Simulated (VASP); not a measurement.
**GaSb in VASP 6.6.1, single-point calculation**

INCAR

```
NBANDS = 16
ISMEAR = 0
LWAVE = .FALSE.
LASPH = .TRUE.
LCHARG = .FALSE.
LREAL = .FALSE.
GGA = PE
NELM = 120
IBRION = -1
ENCUT = 200
SIGMA = 0.2
EDIFF = 1E-7
NSW = 0
ISIF = 2
PREC = Accurate
```

KPOINTS

```
KPOINTS created by Atomic Simulation Environment
0
Gamma
8 8 8
0 0 0
```

POSCAR

```
Ga Sb
 1.0000000000000000
     0.0000000000000000    2.9729885120000001    3.1429239552000001
     2.9729885120000001    0.0000000000000000    3.1429239552000001
     2.9729885120000001    2.9729885120000001    0.0000000000000000
 Ga  Sb
   1   1
Cartesian
  0.0000000000000000  0.0000000000000000  0.0000000000000000
  1.4864942560000001  1.4864942560000001  1.5714619776000001
```

The recommended PBE PAW datasets give the neutral cell 18 valence electrons.

Command

```
mpirun -np 1 vasp_std
```

OSZICAR

```
N       E                     dE             d eps       ncg     rms          rms(c)
DAV:   1     0.534664298554E+02    0.53466E+02   -0.58419E+03  1944   0.767E+02
DAV:   2    -0.422201885358E+01   -0.57688E+02   -0.56361E+02  2336   0.178E+02
DAV:   3    -0.695566238620E+01   -0.27336E+01   -0.27318E+01  2232   0.378E+01
DAV:   4    -0.697946295944E+01   -0.23801E-01   -0.23799E-01  2512   0.384E+00
DAV:   5    -0.697990086685E+01   -0.43791E-03   -0.43790E-03  2264   0.415E-01    0.383E+00
DAV:   6    -0.686509862829E+01    0.11480E+00   -0.23282E-01  2472   0.719E+00    0.222E+00
DAV:   7    -0.684704186800E+01    0.18057E-01   -0.57446E-02  2408   0.257E+00    0.681E-01
DAV:   8    -0.684721418700E+01   -0.17232E-03   -0.10290E-02  2232   0.890E-01    0.106E-01
DAV:   9    -0.684773815470E+01   -0.52397E-03   -0.71412E-04  2280   0.158E-01    0.282E-02
DAV:  10    -0.684778421936E+01   -0.46065E-04   -0.54338E-05  2456   0.503E-02    0.962E-03
DAV:  11    -0.684779080370E+01   -0.65843E-05   -0.89628E-06  2144   0.176E-02    0.360E-03
DAV:  12    -0.684779115821E+01   -0.35451E-06   -0.62542E-07  2704   0.443E-03    0.480E-04
DAV:  13    -0.684779118898E+01   -0.30773E-07   -0.28196E-08  1640   0.108E-03
   1 F= -.68477912E+01 E0= -.68471864E+01  d E =-.120960E-02
```

Standard output (part)

```
POSCAR found type information on POSCAR GaSb
 POSCAR found :  2 types and       2 ions
 LDA part: xc-table for (Slater+PW92), standard interpolation
 POSCAR, INCAR and KPOINTS ok, starting setup
 WAVECAR not read
 entering main loop
```

From OUTCAR

```
k-points           NKPTS =     59   k-points in BZ     NKDIM =     59   number of bands    NBANDS=     16

   NELECT =      18.0000    total number of electrons

   dimension x,y,z NGX =    20 NGY =   20 NGZ =   20
   dimension x,y,z NGXF=    40 NGYF=   40 NGZF=   40

  energy-cutoff  :      200.00
  volume of cell :       55.56
      direct lattice vectors                 reciprocal lattice vectors
     0.000000000  2.972988512  3.142923955    -0.168180939  0.168180939  0.159087527
     2.972988512  0.000000000  3.142923955     0.168180939 -0.168180939  0.159087527
     2.972988512  2.972988512  0.000000000     0.168180939  0.168180939 -0.159087527

 k-points in reciprocal lattice and weights: KPOINTS created by Atomic Simulation Env
   0.00000000  0.00000000  0.00000000       0.002
   0.12500000  0.00000000  0.00000000       0.016
   0.25000000  0.00000000  0.00000000       0.016
   0.37500000  0.00000000  0.00000000       0.016
   0.50000000  0.00000000  0.00000000       0.008
   0.12500000  0.12500000  0.00000000       0.004
   0.25000000  0.12500000  0.00000000       0.016
   0.37500000  0.12500000  0.00000000       0.016
   ...

 E-fermi :   5.3577

 k-point     1 :       0.0000    0.0000    0.0000
  band No.  band energies     occupation
      1     -10.4564      2.00000
      2     -10.3992      2.00000
      3     -10.3992      2.00000
      4     -10.3955      2.00000
      5     -10.3692      2.00000
      6      -6.5046      2.00000
      7       4.9289      1.99757
      8       5.2872      1.38213
      9       5.2872      1.38203
     10       5.3727      0.91557
     11       7.9092      0.00000
     12       7.9092      0.00000
     13       8.0727      0.00000
     14      11.0059      0.00000
     15      13.2843      0.00000
     16      13.9856      0.00000

 k-point     2 :       0.1250    0.0000    0.0000
  band No.  band energies     occupation
      1     -10.4399      2.00000
      2     -10.4110      2.00000
      3     -10.4108      2.00000
      4     -10.3709      2.00000
      5     -10.3703      2.00000
      6      -6.3397      2.00000
      7       3.1638      2.00000
      8       4.7723      1.99997
      9       5.0438      1.97356
     10       6.2891      0.00000
     11       8.2770      0.00000
     12       8.2817      0.00000
     13       8.7327      0.00000
     14      11.8486      0.00000
     15      12.6194      0.00000
     16      13.3323      0.00000

 k-point     3 :       0.2500    0.0000    0.0000
  band No.  band energies     occupation
      1     -10.4349      2.00000
      2     -10.4239      2.00000
      3     -10.4197      2.00000
      4     -10.3736      2.00000
      5     -10.3643      2.00000
      6      -5.8686      2.00000
      7       1.0866      2.00000
      8       4.2648      2.00000
      9       4.6215      2.00000
     10       6.0133      0.00000
     11       8.7880      0.00000
     12       8.8742      0.00000
     13      10.5056      0.00000
     14      12.2848      0.00000
     15      12.8404      0.00000
     16      12.9164      0.00000

 ...

  Total       -6.3697750     -6.3697750     -7.2733744      0.0000000      0.0000000      0.0000000
  in kB     -183.6895059   -183.6895059   -209.7472106      0.0000000      0.0000000      0.0000000
  external PRESSURE =    -192.3754075 kB  Pullay stress =       0.0000000 kB

 POSITION                                       TOTAL-FORCE (eV/Angst)
 -----------------------------------------------------------------------------------
      0.00000      0.00000      0.00000        -0.000000     -0.000000     -0.000000
      1.48649      1.48649      1.57146         0.000000      0.000000      0.000000
 -----------------------------------------------------------------------------------
    total drift:                                0.000008      0.000008      0.000007

  FREE ENERGIE OF THE ION-ELECTRON SYSTEM (eV)
  ---------------------------------------------------
  free  energy   TOTEN  =        -6.8477911890 eV

  energy  without entropy=       -6.8465815867  energy(sigma->0) =       -6.84718639
```

It converged. Results: gap between bands v and c on the k mesh 0.09 eV; least direct gap on the k mesh 0.09 eV; pressure -19.2 GPa. Band v is the last that the valence electrons fill when counted band by band, and c is the next.

These settings aren't sound, so the numbers aren't properties of the crystal.

On sound settings PBE gives a gap of 0.11 eV on its mesh and a pressure of 4.1 GPa for the intended cell.

The run took about 11 s on one core of a shared host (Intel Xeon Platinum 8488C) and held 0.13 GiB at most.
